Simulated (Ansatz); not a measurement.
System: L1₀ (CuAu-type) CoPt. Method: rVV10 (plane waves, PAW; Ansatz, a quantum-chemistry and plane-wave program).

Settings: plane-wave cutoff 500 eV, 20×20×16 k mesh (along the axes of the cell as run), Fermi–Dirac smearing 0.1 eV, spin-polarised with parallel moments, scalar-relativistic PAW data made under PBE.

Computed at the level's own relaxed cell.

Task: Predict the volume per atom, lattice constant a, lattice parameter c and magnetic moment (largest site, within a sphere).

Result: 
- volume per atom: 13.86 Å³/atom
- lattice constant a: 2.721 Å
- lattice parameter c: 3.744 Å
- magnetic moment (largest site, within a sphere): 1.91 μB

Measured, for comparison: lattice constant a 2.694 Å (temperature not stated, no zero-point or thermal correction, P4/mmm two-atom cell, a_fct/√2; as tabulated in Karoui et al. (2013), arXiv:1204.5845); lattice parameter c 3.707 Å (temperature not stated, no zero-point or thermal correction; as tabulated in Karoui et al. (2013), arXiv:1204.5845). Computed (rounded) less measured: lattice constant a +1.0 %, lattice parameter c +1.0 %.

Moments are spin moments.

Spin–orbit coupling is not included.

The computed numbers hold no vibrational or temperature effects.

Cost on a shared machine: roughly 11 core-minutes.
